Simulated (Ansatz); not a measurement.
# Bi (I4/mcm) in Ansatz: reference runs, part 2 of 2

Ansatz 0.2.0. The steps go on from the part before.

## (5) Single point, PBE, 39.26 Å³/atom (volume scaled by 0.96)

The input, input.yaml:

```yaml
crystal:
  lattice:
    - [-4.3896088981, 4.3896088981, 2.0377146318]
    - [4.3896088981, -4.3896088981, 2.0377146318]
    - [4.3896088981, 4.3896088981, -2.0377146318]
  atoms:
    - { symbol: Bi, position: [0.1456555, 0.3543445, 0.5] }
    - { symbol: Bi, position: [0.8543445, 0.6456555, 0.5] }
    - { symbol: Bi, position: [0.6456555, 0.1456555, 0.791311] }
    - { symbol: Bi, position: [0.3543445, 0.8543445, 0.208689] }
hamiltonian:
  xc: pbe
  pseudopotentials: { kind: paw }
kpoints:
  mp_grid: { grid: [7, 7, 7] }
scf:
  occupations: { method: fermi_dirac, width: 0.05 }
output:
  forces: true
  stress: true
  eigenvalues: true
```

On the command line:

```
$ ansatz run input.yaml --threads 2 --pin off --max-ram 5120MiB --backend cpu --events-out ev --progress --plain --runs-dir out
```

It took 12 s on 2 threads of Intel Xeon at 2.50GHz (Skylake/Cascade Lake), shared host; peak memory 0.54 GiB.

The run converged. Its results:

```
Free energy            : -49585.3593 eV
Pressure               : 1.8 GPa
Largest force          : 0.109 eV/Å
Band gap on the k mesh : none (metal or under the smearing width)
```

Caveat: spin-orbit coupling is left out, which moves the levels of the heavy elements.

## (6) Single point, PBE, 40.08 Å³/atom (volume scaled by 0.98)

input.yaml, as its differences from that of step 5:

```diff
@@ -2,5 +2,5 @@
   lattice:
-    - [-4.3896088981, 4.3896088981, 2.0377146318]
-    - [4.3896088981, -4.3896088981, 2.0377146318]
-    - [4.3896088981, 4.3896088981, -2.0377146318]
+    - [-4.4198830196, 4.4198830196, 2.0517682803]
+    - [4.4198830196, -4.4198830196, 2.0517682803]
+    - [4.4198830196, 4.4198830196, -2.0517682803]
   atoms:
```

Potentials or basis: Ansatz PAW.

On the command line:

```
$ ansatz run input.yaml --threads 2 --pin off --max-ram 5120MiB --backend cpu --events-out ev --progress --plain --runs-dir out
```

Run time: 12 s. Hardware: 2 threads of Intel Xeon at 2.50GHz (Skylake/Cascade Lake), shared host; peak memory 0.55 GiB.

It converged, with:

| Item | Value |
| --- | --- |
| Free energy | -49585.3874 eV |
| Pressure | 0.9 GPa |
| Largest force | 0.037 eV/Å |
| Band gap on the k mesh | none (metal or under the smearing width) |

Caveat: spin-orbit coupling is left out, which moves the levels of the heavy elements.

## (7) Single point, PBE, 40.90 Å³/atom

input.yaml, as its differences from that of step 6:

```diff
@@ -2,5 +2,5 @@
   lattice:
-    - [-4.4198830196, 4.4198830196, 2.0517682803]
-    - [4.4198830196, -4.4198830196, 2.0517682803]
-    - [4.4198830196, 4.4198830196, -2.0517682803]
+    - [-4.449748, 4.449748, 2.065632]
+    - [4.449748, -4.449748, 2.065632]
+    - [4.449748, 4.449748, -2.065632]
   atoms:
@@ -21 +21,5 @@
   eigenvalues: true
+  write_density: true
+  write_potential: true
+  elf: true
+  volumetric_format: npy
```

On the command line:

```
$ ansatz run input.yaml --threads 2 --pin off --max-ram 5120MiB --backend cpu --events-out ev --progress --plain --runs-dir out
```

It took 16 s on 2 threads of Intel Xeon at 2.50GHz (Skylake/Cascade Lake), shared host; peak memory 0.55 GiB.

Results (log left out):

| Item | Value |
| --- | --- |
| Free energy | -49585.3981 eV |
| Pressure | 0.1 GPa |
| Largest force | 0.028 eV/Å |
| Band gap on the k mesh | none (metal or under the smearing width) |

Caveat: spin-orbit coupling is left out, which moves the levels of the heavy elements.

## (8) Single point, PBE, 41.72 Å³/atom (volume scaled by 1.02)

input.yaml, as its differences from that of step 7:

```diff
@@ -2,5 +2,5 @@
   lattice:
-    - [-4.449748, 4.449748, 2.065632]
-    - [4.449748, -4.449748, 2.065632]
-    - [4.449748, 4.449748, -2.065632]
+    - [-4.4792173886, 4.4792173886, 2.0793120808]
+    - [4.4792173886, -4.4792173886, 2.0793120808]
+    - [4.4792173886, 4.4792173886, -2.0793120808]
   atoms:
@@ -21,5 +21 @@
   eigenvalues: true
-  write_density: true
-  write_potential: true
-  elf: true
-  volumetric_format: npy
```

On the command line:

```
$ ansatz run input.yaml --threads 2 --pin off --max-ram 5120MiB --backend cpu --events-out ev --progress --plain --runs-dir out
```

It took 13 s on 2 threads of Intel Xeon at 2.50GHz (Skylake/Cascade Lake), shared host; peak memory 0.56 GiB.

The run converged. Its results:

```yaml
Free_energy: -49585.3934 eV
Pressure: -0.6 GPa
Largest_force: 0.087 eV/Å
Band_gap_on_the_k_mesh: none (metal or under the smearing width)
```

Caveat: spin-orbit coupling is left out, which moves the levels of the heavy elements.

## (9) Single point, PBE, 42.54 Å³/atom (volume scaled by 1.04)

input.yaml, as its differences from that of step 8:

```diff
@@ -2,5 +2,5 @@
   lattice:
-    - [-4.4792173886, 4.4792173886, 2.0793120808]
-    - [4.4792173886, -4.4792173886, 2.0793120808]
-    - [4.4792173886, 4.4792173886, -2.0793120808]
+    - [-4.5083040308, 4.5083040308, 2.0928144856]
+    - [4.5083040308, -4.5083040308, 2.0928144856]
+    - [4.5083040308, 4.5083040308, -2.0928144856]
   atoms:
@@ -21 +21,5 @@
   eigenvalues: true
+  write_density: true
+  write_potential: true
+  elf: true
+  volumetric_format: npy
```

Potentials or basis: Ansatz PAW.

On the command line:

```
$ ansatz run input.yaml --threads 2 --pin off --max-ram 5120MiB --backend cpu --events-out ev --progress --plain --runs-dir out
```

Run time: 16 s. Hardware: 2 threads of Intel Xeon at 2.50GHz (Skylake/Cascade Lake), shared host; peak memory 0.56 GiB.

Results (log left out):

```yaml
Free_energy: -49585.3747 eV
Pressure: -1.2 GPa
Largest_force: 0.141 eV/Å
Band_gap_on_the_k_mesh: none (metal or under the smearing width)
```

Caveat: spin-orbit coupling is left out, which moves the levels of the heavy elements.

## (10) Single point, PBE, 43.35 Å³/atom (volume scaled by 1.06)

input.yaml, as its differences from that of step 9:

```diff
@@ -2,5 +2,5 @@
   lattice:
-    - [-4.5083040308, 4.5083040308, 2.0928144856]
-    - [4.5083040308, -4.5083040308, 2.0928144856]
-    - [4.5083040308, 4.5083040308, -2.0928144856]
+    - [-4.5370201173, 4.5370201173, 2.1061448736]
+    - [4.5370201173, -4.5370201173, 2.1061448736]
+    - [4.5370201173, 4.5370201173, -2.1061448736]
   atoms:
@@ -21,5 +21 @@
   eigenvalues: true
-  write_density: true
-  write_potential: true
-  elf: true
-  volumetric_format: npy
```

On the command line:

```
$ ansatz run input.yaml --threads 2 --pin off --max-ram 5120MiB --backend cpu --events-out ev --progress --plain --runs-dir out
```

Run time: 13 s. Hardware: 2 threads of Intel Xeon at 2.50GHz (Skylake/Cascade Lake), shared host; peak memory 0.57 GiB.

Results (log left out):

- Free energy: -49585.3436 eV
- Pressure: -1.8 GPa
- Largest force: 0.190 eV/Å
- Band gap on the k mesh: none (metal or under the smearing width)

Caveat: spin-orbit coupling is left out, which moves the levels of the heavy elements.

## (11) Equation of state, PBE

Potentials or basis: Ansatz PAW.

No new run: the results of the series are fitted here.

Results:

* Equilibrium volume: 41.05 Å³/atom
* Bulk modulus at fixed shape and positions: 37 GPa
* Pressure derivative of the bulk modulus: 4.4

Energy against volume, from the lowest point:
```
volume (Å³/atom)  energy (meV/atom)
          38.446              21.53
          39.264               9.70
          40.082               2.70
          40.900               0.00
          41.718               1.19
          42.536               5.85
          43.354              13.65
```

Caveat: the cell was scaled at fixed shape and fractional positions, which overstates the stiffness of a crystal with free parameters, most of all of layers and chains; spin-orbit coupling is left out, which moves the levels of the heavy elements.

## (12) Overview

```tsv
task	cell	gap on the mesh (eV)	pressure (GPa)	largest force (eV/Å)
single point	as given	none	0.1	0.03
single point	atoms moved at random, drawn with an rms of 0.05 Å	none	0.3	0.13
equation of state	as given	-	-	-
```

Alike in all rows: level PBE; potentials or basis Ansatz PAW; no spin polarisation; k mesh 7 × 7 × 7; cutoff (eV) 420; smearing fermi-dirac 0.05 eV.

Caveats: spin-orbit coupling is left out, which moves the levels of the heavy elements; the cell was scaled at fixed shape and fractional positions, which overstates the stiffness of a crystal with free parameters, most of all of layers and chains (some runs).

Absolute energies hang on the potentials; compare differences alone.
